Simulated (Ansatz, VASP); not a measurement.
# ZnSe (Stilleite): VASP beside Ansatz

Wanted: the spread between two codes on one cell, functional and k mesh. The cell is a member of a volume series, scaled by 1.015 from a relaxed one, so a pressure remains.

Method: plane waves, with VASP 6.6.1 beside it; single point at PBE, single point at PBEsol with D3(BJ) and single point at BLYP, in Ansatz 0.2.0.

### 1. Starting point

The structure is cubic, space group F-43m (No. 216). Conventional cell: a = 5.766 Å, b = 5.766 Å, c = 5.766 Å, α = 90.00°, β = 90.00°, γ = 90.00°. Nearest to Se lie 4 Zn at 2.50 Å. Nearest to Zn lie 4 Se at 2.50 Å. Farther neighbours and most contacts between anions are not listed.

Structure file:

```xyz
2
Lattice="0.0000 2.8828 2.8828 2.8828 0.0000 2.8828 2.8828 2.8828 0.0000" Properties=species:S:1:pos:R:3 pbc="T T T"
Se    4.3243    4.3243    4.3243
Zn    0.0000    0.0000    0.0000
```

### 2. VASP: single point, PBE, volume scaled by 1.015

A single point gives forces, pressure and levels at one fixed geometry, so differences don't come from the geometry; what else differs is listed under the comparison.

Lines of VASP's logs that name or quote its potential files are left out, and so is its time.

The input asks for a relaxation, which ended at its first step since no free force or stress exceeded the threshold; so it serves as a single point.

INCAR reads:

```
SYSTEM = ZnSe
PREC = Accurate
ENCUT = 450
EDIFF = 1E-06
NELM = 100
ISMEAR = 0
SIGMA = 0.03
LREAL = .FALSE.
ALGO = Normal
GGA = PE
NBANDS = 15
LORBIT = 11
LWAVE = .FALSE.
LCHARG = .FALSE.
KPAR = 8
IBRION = 2
NSW = 30
ISIF = 4
EDIFFG = -0.01
```

POSCAR reads:

```
ZnSe
1.0
    0.0000000000      2.8828371452      2.8828371452
    2.8828371452      0.0000000000      2.8828371452
    2.8828371452      2.8828371452      0.0000000000
Se Zn
1 1
Direct
    0.7500000000      0.7500000000      0.7500000000
    0.0000000000      0.0000000000      0.0000000000
```

KPOINTS reads:

```
Automatic mesh
0
Gamma
6 6 6
0 0 0
```

The projector-augmented-wave data sets are Se and Zn (PBE family, release 64).

The run is started by

```sh
mpirun -np 8 vasp_std
```

Numbers of over 12 decimals in the logs are rounded to 6 here.

Log:

```text
[banner, memory and clock lines left out]
running    8 mpi-ranks, on    1 nodes
 distrk:  each k-point on    1 cores,    8 groups
 distr:  one band on    1 cores,    1 groups

 POSCAR found type information on POSCAR SeZn
 POSCAR found :  2 types and       2 ions
|                                                                             |
|           W    W    AA    RRRRR   N    N  II  N    N   GGGG   !!!           |
|           W    W   A  A   R    R  NN   N  II  NN   N  G    G  !!!           |
|           W    W  A    A  R    R  N N  N  II  N N  N  G       !!!           |
|           W WW W  AAAAAA  RRRRR   N  N N  II  N  N N  G  GGG   !            |
|           WW  WW  A    A  R   R   N   NN  II  N   NN  G    G                |
|           W    W  A    A  R    R  N    N  II  N    N   GGGG   !!!           |
|                                                                             |
|     For optimal performance we recommend to set                             |
|       NCORE = 2 up to number-of-cores-per-socket                            |
|     NCORE specifies how many cores store one orbital (NPAR=cpu/NCORE).      |
|     This setting can greatly improve the performance of VASP for DFT.       |
|     The default, NCORE=1 might be grossly inefficient on modern             |
|     multi-core architectures or massively parallel machines. Do your        |
|     Unfortunately you need to use the default for GW and RPA                |
|     calculations (for HF NCORE is supported but not extensively tested      |
|     yet).                                                                   |
|                                                                             |

 LDA part: xc-table for (Slater+PW92), standard interpolation
 POSCAR, INCAR and KPOINTS ok, starting setup
 FFT: planning ... GRIDC
 FFT: planning ... GRID_SOFT
 FFT: planning ... GRID
 WAVECAR not read
 entering main loop
       N       E                     dE             d eps       ncg     rms          rms(c)
DAV:   1     0.810158761332E+02    0.81016E+02   -0.81251E+03   480   0.122E+03
DAV:   2    -0.109981364892E+01   -0.82116E+02   -0.77850E+02   571   0.239E+02
DAV:   3    -0.627253333450E+01   -0.51727E+01   -0.51559E+01   522   0.605E+01
DAV:   4    -0.631830970030E+01   -0.45776E-01   -0.45765E-01   634   0.609E+00
DAV:   5    -0.631852573473E+01   -0.21603E-03   -0.21603E-03   557   0.381E-01    0.434E+00
DAV:   6    -0.604154688061E+01    0.27698E+00   -0.57116E-01   709   0.242E+01    0.334E+00
DAV:   7    -0.602364256651E+01    0.17904E-01   -0.15648E-01   494   0.362E+00    0.142E+00
DAV:   8    -0.602364716987E+01   -0.46034E-05   -0.44722E-03   595   0.615E-01    0.431E-01
DAV:   9    -0.602394309080E+01   -0.29592E-03   -0.10913E-03   508   0.253E-01    0.692E-02
DAV:  10    -0.602403835594E+01   -0.95265E-04   -0.13075E-04   579   0.914E-02    0.163E-02
DAV:  11    -0.602405028730E+01   -0.11931E-04   -0.27992E-05   522   0.382E-02    0.561E-03
DAV:  12    -0.602405155634E+01   -0.12690E-05   -0.27081E-06   634   0.161E-02    0.373E-03
DAV:  13    -0.602405165442E+01   -0.98085E-07   -0.67237E-07   381   0.806E-03
   1 F= -.60240517E+01 E0= -.60240517E+01  d E =-.602405E+01
 curvature:   0.00 expect dE= 0.000E+00 dE for cont linesearch  0.000E+00
 trial: gam= 0.00000 g(F)=  0.107E-45 g(S)=  0.102E-32 ort = 0.000E+00 (trialstep = 0.100E+01)
 search vector abs. value=  0.100E-09
 reached required accuracy - stopping structural energy minimisation
```

OUTCAR, selected parts (step 2):

```text
ion  position               nearest neighbor table
   1  0.750  0.750  0.750-   2 2.50   2 2.50   2 2.50   2 2.50
   2  0.000  0.000  0.000-   1 2.50   1 2.50   1 2.50   1 2.50

  LATTYP: Found a face centered cubic cell.
 ALAT       =     5.7656742904

 Subroutine GETGRP returns: Found 24 space group operations
 (whereof 24 operations were pure point group operations)

The static configuration has the point symmetry T_d .

 Found     16 irreducible k-points:

   k-points           NKPTS =     16   k-points in BZ     NKDIM =     16   number of bands    NBANDS=     15

   dimension x,y,z NGX =    28 NGY =   28 NGZ =   28
   dimension x,y,z NGXF=    56 NGYF=   56 NGZF=   56

   ENCUT  =  450.0 eV  33.07 Ry    5.75 a.u.   7.05  7.05  7.05*2*pi/ulx,y,z

   NELECT =      18.0000    total number of electrons

 k-points in reciprocal lattice and weights: Automatic mesh
   0.00000000  0.00000000  0.00000000       0.005
   0.16666667  0.00000000  0.00000000       0.037
   0.33333333  0.00000000  0.00000000       0.037
   0.50000000  0.00000000  0.00000000       0.019
   0.16666667  0.16666667  0.00000000       0.028
   0.33333333  0.16666667  0.00000000       0.111
   0.50000000  0.16666667  0.00000000       0.111
  -0.33333333  0.16666667  0.00000000       0.111
  -0.16666667  0.16666667  0.00000000       0.056
[...]
-0.33333333  0.33333333  0.16666667       0.111
  -0.33333333  0.50000000  0.16666667       0.056

 average (electrostatic) potential at core
       1 -56.2898       2 -37.4102

 E-fermi :   1.3226

 k-point     1 :       0.0000    0.0000    0.0000
  band No.  band energies     occupation
    ...
      5      -4.8636      2.00000
      6      -4.8636      2.00000
      7       1.1895      2.00000
      8       1.1895      2.00000
      9       1.1895      2.00000
     10       2.2736      0.00000
     11       6.9981      0.00000
     12       6.9981      0.00000
     13       6.9981      0.00000
     14      10.9168      0.00000
    ...

 k-point     2 :       0.1667    0.0000    0.0000
  band No.  band energies     occupation
    ...
      5      -4.8650      2.00000
      6      -4.8650      2.00000
      7      -0.6568      2.00000
      8       0.9596      2.00000
      9       0.9596      2.00000
     10       3.5607      0.00000
     11       7.0036      0.00000
     12       7.3749      0.00000
     13       7.3749      0.00000
     14      11.5907      0.00000
    ...

 k-point     3 :       0.3333    0.0000    0.0000
  band No.  band energies     occupation
    ...
      5      -4.8577      2.00000
      6      -4.8577      2.00000
      7      -2.6758      2.00000
      8       0.5669      2.00000
      9       0.5669      2.00000
     10       3.7589      0.00000
     11       7.6489      0.00000
     12       7.6489      0.00000
     13       8.5602      0.00000
     14      11.5170      0.00000
    ...

  Total       -0.2335127     -0.2335127     -0.2335127      0.0000000     -0.0000000      0.0000000
  in kB       -7.8078364     -7.8078364     -7.8078364      0.0000000     -0.0000000      0.0000000
  external PRESSURE =      -7.8078364 kB  Pullay stress =       0.0000000 kB

  energy-cutoff  :      450.00
  volume of cell :       47.92
      direct lattice vectors                 reciprocal lattice vectors
     0.000000000  2.882837145  2.882837145    -0.173440252  0.173440252  0.173440252
     2.882837145  0.000000000  2.882837145     0.173440252 -0.173440252  0.173440252
     2.882837145  2.882837145  0.000000000     0.173440252  0.173440252 -0.173440252

 POSITION                                       TOTAL-FORCE (eV/Angst)
 -----------------------------------------------------------------------------------
      4.32426      4.32426      4.32426         0.000000     -0.000000      0.000000
      0.00000      0.00000      0.00000        -0.000000      0.000000     -0.000000
 -----------------------------------------------------------------------------------
    total drift:                                0.000002      0.000002      0.000002

  FREE ENERGIE OF THE ION-ELECTRON SYSTEM (eV)
  ---------------------------------------------------
  free  energy   TOTEN  =        -6.0240516544 eV

  energy  without entropy=       -6.0240516544  energy(sigma->0) =       -6.02405165

 reached required accuracy - stopping structural energy minimisation

 total charge
# of ion       s       p       d       tot
------------------------------------------
    1        1.438   2.402   0.026   3.866
    2        0.522   0.408   9.782  10.713
--------------------------------------------------
tot          1.960   2.810   9.808  14.579

[... 3 further parts left out ...]
```

CONTCAR:

```
ZnSe
   1.00000000000000
     0.0000000000000000    2.8828371451999999    2.8828371451999999
     2.8828371451999999    0.0000000000000000    2.8828371451999999
     2.8828371451999999    2.8828371451999999    0.0000000000000000
  Se              Zn
     1     1
Direct
     0.7500000000000000    0.7500000000000000    0.7500000000000000
     0.0000000000000000    0.0000000000000000    0.0000000000000000
```

The run keeps the 24 symmetry operations of its start, so it cannot find a distortion of lower symmetry.

### 3. Ansatz: single point, PBE, volume scaled by 1.015

Ansatz runs on its default PAW (the set named soft_2) files.

The same cell, functional, mesh and smearing now go to Ansatz, which takes its cutoff from its data sets.

input.yaml reads:

```yaml
crystal:
  lattice:
    - [0.0, 2.88283715, 2.88283715]
    - [2.88283715, 0.0, 2.88283715]
    - [2.88283715, 2.88283715, 0.0]
  atoms:
    - { symbol: Se, position: [0.75, 0.75, 0.75] }
    - { symbol: Zn, position: [0.0, 0.0, 0.0] }
hamiltonian:
  xc: pbe
  pseudopotentials: { kind: paw }
kpoints:
  mp_grid: { grid: [6, 6, 6] }
scf:
  occupations: { method: gaussian, width: 0.03 }
  n_extra_bands: 4
output:
  forces: true
  stress: true
  eigenvalues: true
```

The run is started by

```sh
ansatz run input.yaml --threads 2 --pin off --max-ram 4608MiB --backend cpu --events-out ev --progress --plain --runs-dir out
```

Log:

```text
scf.n_extra_bands = 4 over 14 filled bands (N_el = 28.0): the run solves 18 bands
Engine: ansatz 0.2.0, aarch64-unknown-linux-gnu
Pseudopotentials: kind: paw
Pseudopotential: Se, paw, valence charge 16, recommended cutoff 420 eV (normal), Se.paw.azcp
Pseudopotential: Zn, paw, valence charge 12, recommended cutoff 420 eV (normal), Zn.paw.azcp
Functional definition: PBE
  parameter kappa = 0.804
  parameter beta = 0.066725
  exchange = pbe_x(kappa = kappa, mu = beta*pi^2/3)
  correlation = pbe_c(beta = beta)
Crystal: 2 atoms, lattice volume = 47.917 Å³
Basis set: ecut = 420 eV, 941 PW (Γ), exchange–correlation on 60×60×60 points (8 copies of the dense FFT grid, shifted against one another)
Bands: 18, of which v1, the nominal top of the filled ones, is band 14 counted from 1 (13 counted from 0)
Symmetry: 24 space group operations
Space group: F-43m (ITA 216), of the structure as read, at distance tolerance 3.6e-5 Å
k-points: 16 of 216 (time reversal used)
Non-local potential: Se, projectors of the file, l = 0: 2, l = 1: 2, l = 2: 3, l = 3: 1
Non-local potential: Zn, projectors of the file, l = 0: 2, l = 1: 2, l = 2: 3, l = 3: 1
PAW form: soft (Blöchl's): semilocal exchange-correlation on the pseudo side does not see the compensation charge
PAW one-centre angular grid: Se, 590 points (default); XC on 64 Gauss nodes
PAW one-centre angular grid: Zn, 590 points (default); XC on 64 Gauss nodes
Initial density: superposition of atomic densities (neutral atoms: chi_scale 0, normalization atom), corrected by the library's trained network
Initial wavefunctions: pseudopotential atomic-orbital guess
Functional: x = pbe(κ = 0.804, μ = 0.219515), c = pbe(β = 0.066725)
SCF iter   1: F=—  HF=-8789.529186 eV  |F-HF|=—  |Δ(HF+E_count)|=         —  Δρ=6.81e-4  dr2=3.65e-4  ethr=1.77e-3  ⟨swp⟩=5.9  Hψ=1444  notcnv=0
preconditioner: auto → none  [insulator: Δε(μ)=1.078 eV  Ē_g=11.672 eV  σ=0.030 eV  W_gap=1.00  n_scr=14 (ndim 8)  ℏωp=22.8 eV  f_vac=0.136  D(μ)=0.00/eV (n_scr^D=0)  ε∞_Penn≈4.8]
SCF iter   2: F=—  HF=-8789.529047 eV  |F-HF|=—  |Δ(HF+E_count)|=   1.38e-4  Δρ=3.70e-4  dr2=3.40e-5  ethr=1.30e-6  ⟨swp⟩=2.6  Hψ=575  notcnv=0
SCF iter   3: F=—  HF=-8789.529067 eV  |F-HF|=—  |Δ(HF+E_count)|=   1.96e-5  Δρ=1.63e-4  dr2=8.44e-6  ethr=1.21e-7  ⟨swp⟩=2.0  Hψ=416  notcnv=0
SCF iter   4: F=—  HF=-8789.529073 eV  |F-HF|=—  |Δ(HF+E_count)|=   5.98e-6  Δρ=6.86e-5  dr2=1.00e-6  ethr=3.02e-8  ⟨swp⟩=2.0  Hψ=419  notcnv=0
iter 5 did not close the SCF: its close was put off for the readings that it lacked (scf_convergence_deferred on its scf_iter line)
SCF iter   5: F=-8789.529078 eV  HF=-8789.529078 eV  |F-HF|=6.79e-8  |Δ(HF+E_count)|=   5.10e-6  Δρ=7.27e-6  dr2=2.32e-8  ethr=3.59e-9  ⟨swp⟩=2.0  Hψ=432  notcnv=0
SCF iter   6: F=-8789.529078 eV  HF=-8789.529078 eV  |F-HF|=1.90e-9  |Δ(HF+E_count)|=   8.23e-8  Δρ=2.26e-6  dr2=1.84e-9  ethr=8.29e-11  ⟨swp⟩=2.7  Hψ=1035  notcnv=0
SCF 1 converged in 6 iterations: F = -8789.529078 eV  dr2 = 1.84e-9
  greatest PAW one-centre occupation: 1.000 electrons in one spin orbital (limit 2), on the Se atom at site 0 (counted from 0), in its partial waves of l = 2
SCF converged after 6 iterations
Free energy (F): -8789.529078 eV
Harris-Foulkes:  -8789.529078 eV  (|F-HF|=1.90e-9)
Internal energy: -8789.529078 eV  (E = F + TS)
E sigma→0 (E₀):  -8789.529078 eV
Fermi energy:    6.638752 eV
--- Per-component energies (eV) ---
  E_band       = -396.703102
  E_kinetic    = 248.976820
  E_local      = -4467.953692  (includes V_loc(G=0)·N_el)
  E_nonlocal   = 18.876687
  E_hartree    = 2066.032050
  E_xc         = -240.791646
  E_vxc        = -149.336880  (∫ρ·V_xc dr)
  E_paw        = -3740.008834  (= ΣΔE_a)
  E_vpaw       = -179.327323  (= ΣTr[D̂ρ^β])
  E_aug_tail   = -0.000941  (compensation charges beyond the density's cutoff)
  E_ewald      = -2674.659523
  E_smearing   = -0.000000  (= −TS)
  E_closure    = -0.000000  (closes the sum)
  Σ components = -8789.529078   (vs F -8789.529078, Δ=0.00e0)
--- Forces (eV/Å), atoms counted from 1 ---
  atom   1  Se     0.00000000     0.00000000    -0.00000000
  atom   2  Zn    -0.00000000     0.00000000     0.00000000
  max |Σ_I F_I| component: 1.80e-16 eV/Å
--- Stress (GPa, compression-positive) ---
       -0.917038       0.000000      -0.000000
       -0.000000      -0.917038       0.000000
       -0.000000       0.000000      -0.917038
  P = ⅓ Tr σ = -0.9170 GPa (-9.170 kbar)
--- Band table (eV; the first three rows and the last of 16) ---
  k-point 0: bands = [... 10 lower, 0.0501, 6.0960, 6.0960, 6.0960, 7.1806, 11.9153, 11.9153, 11.9153]
  k-point 1: bands = [... 10 lower, 0.0488, 4.2523, 5.8664, 5.8664, 8.4677, 11.9138, 12.2920, 12.2920]
  k-point 2: bands = [... 10 lower, 0.0559, 2.2343, 5.4738, 5.4738, 8.6692, 12.5663, 12.5663, 13.4618]
  k-point 15: bands = [... 10 lower, 0.2874, 1.6295, 3.6721, 3.7638, 10.6019, 10.7758, 14.1982, 14.5737]
```

Wall time 1.5 s (2 threads of Arm Neoverse N1, shared host); peak memory 0.3 GiB.

The run ends at a pressure of -0.92 GPa.

### 4. Differences

Known differences besides the potentials themselves: the data sets hold 28 valence electrons in Ansatz (default PAW (the set named soft_2) files) and 18 in VASP; the cutoff is 420 eV in Ansatz and 450 eV in VASP; VASP leaves aspherical gradient terms in its spheres out (LASPH is not set), Ansatz keeps them. Total energies have different zeros and are not compared.

Compared:

```tsv
quantity	Ansatz	VASP	difference
pressure (GPa)	-0.92	-0.78	-0.14
gap on the k mesh (eV)	1.085	1.084	0.000
```

A gap on the mesh is an upper bound, since the band edges may lie between its points. Ansatz's pressure holds a Pulay correction of 0.05 GPa; VASP's holds none.

### 5. Other set-ups

Further runs change the set-up of one program: Ansatz's method, potentials or start, or VASP's data sets, cutoff or form of LDA. The table gives Ansatz less VASP for each quantity, since a change that brings one quantity closer may part another.

```tsv
run	pressure (GPa)	gap on the k mesh (eV)
as above	-0.14	4.6e-4
Ansatz's all-electron LAPW method	-0.12	0.0026
```

### 6. Ansatz: single point, PBEsol with D3(BJ), volume scaled by 0.985

With cell and atoms fixed, the geometry can't cause a difference; cores, projectors, grids and the points listed under the comparison can. The cell compared in this pair holds 42.82 Å³, against 47.92 Å³ for the pair before.

The cell is a member of a volume series, scaled by 0.985 from a relaxed one, so a pressure remains.

input.yaml, the sections that differ from step 3:

```yaml
crystal:
  lattice:
    - [0.0, 2.77673136, 2.77673136]
    - [2.77673136, 0.0, 2.77673136]
    - [2.77673136, 2.77673136, 0.0]
  atoms:
    - { symbol: Se, position: [0.75, 0.75, 0.75] }
    - { symbol: Zn, position: [0.0, 0.0, 0.0] }
hamiltonian:
  xc: pbesol
  pseudopotentials: { kind: paw }
  dispersion: d3bj
# kpoints, scf, output: as in step 3
```

Log:

```text
[...]
Crystal: 2 atoms, lattice volume = 42.819 Å³
Basis set: ecut = 420 eV, 869 PW (Γ), exchange–correlation on 54×54×54 points (8 copies of the dense FFT grid, shifted against one another)
Bands: 18, of which v1, the nominal top of the filled ones, is band 14 counted from 1 (13 counted from 0)
Symmetry: 24 space group operations
[...]
k-points: 16 of 216 (time reversal used)
[...]
--- Band table (eV; the first three rows and the last of 16) ---
  k-point 0: bands = [... 10 lower, 1.1451, 7.5164, 7.5164, 7.5164, 8.9266, 13.2329, 13.2329, 13.2329]
  k-point 1: bands = [... 10 lower, 1.1427, 5.4985, 7.2312, 7.2312, 10.1796, 13.3687, 13.6699, 13.6699]
  k-point 2: bands = [... 10 lower, 1.1523, 3.1805, 6.7553, 6.7553, 10.2195, 13.9317, 13.9317, 15.1909]
  k-point 15: bands = [... 10 lower, 1.4598, 2.4831, 4.6067, 4.6433, 11.8101, 12.3873, 15.8782, 16.1833]
[key lines of the parts left out:]
SCF converged after 6 iterations
Free energy (F): -8707.035141 eV
Fermi energy:    8.221882 eV
P = ⅓ Tr σ = 0.8922 GPa (8.922 kbar)
```

Elapsed: 1.6 s, on 2 threads; peak memory 0.29 GiB.

The run ends at a pressure of 0.89 GPa.

(Continued in part 2 of 2.)

[Lines on the potential files, build, host, timing and source positions are cut from VASP's logs without a mark.]

[Logs are printed without paths, hosts, clocks, repeated set-up lines and the standing remarks that a program may print on its own settings, such as how far it seeks lower states.]

[Hosts, paths, dates, database ids (printed as entryN), source tags and the programs' standing remarks are cut or masked in the printed files.]
